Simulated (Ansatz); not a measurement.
Here is an unrelaxed guess for SnSe.

```
Sn Se
1.0
     0.00000    3.12116    3.12116
     3.12116    0.00000    3.12116
     3.12116    3.12116    0.00000
Sn Se
1 1
Cartesian
  0.0000 0.0000 0.0000
  4.6817 4.6817 4.6817
```

These are results of DFT PBE, scalar-relativistic, plane waves, PAW in Ansatz, not measurements. Settings: cutoff 420 eV, Γ-centred mesh 6×6×6 on the computed 2-atom cell, Gaussian smearing of 0.10 eV; no spin polarisation.

Energies over the elements count from the elements' standard structures at the same level, with no fitted energy shifts. The references include grey tin.

Question: Estimate its pressure, forces and energy as it stands.

Answer: The pressure is 11.6 GPa (it wants to expand), the largest force is 0.00 eV/Å (symmetry fixes the atoms), and the energy is +0.05 eV/atom against the elements. The shortest distance is 2.70 Å.

Question: Is it a good guess?

Answer: A rough one: relaxing gains about 0.25 eV/atom in 8 ionic steps and ends at −0.202 eV/atom on the finer mesh. The symmetry stays F-43m (No. 216). The end has the zinc blende type. The volume per atom grows by 28.2 %, from 30.4 to 39.0 Å³. The shortest distance goes from 2.70 Å (Sn–Se) to 2.94 Å (Sn–Se). Conventional cell: a = 6.782 Å. Sn is surrounded by 4 Se at 2.94 Å; Se has 4 Sn at 2.94 Å.

The last run used a 10×10×10 mesh for its 2-atom cell and Gaussian smearing of 0.01 eV. The reference form of Se is held partly by dispersion forces, which this level lacks. The relaxation can't lower the symmetry of the start, and the grade says only how near the guess is to its own end. A structure relaxed within its symmetry needn't be a true minimum.
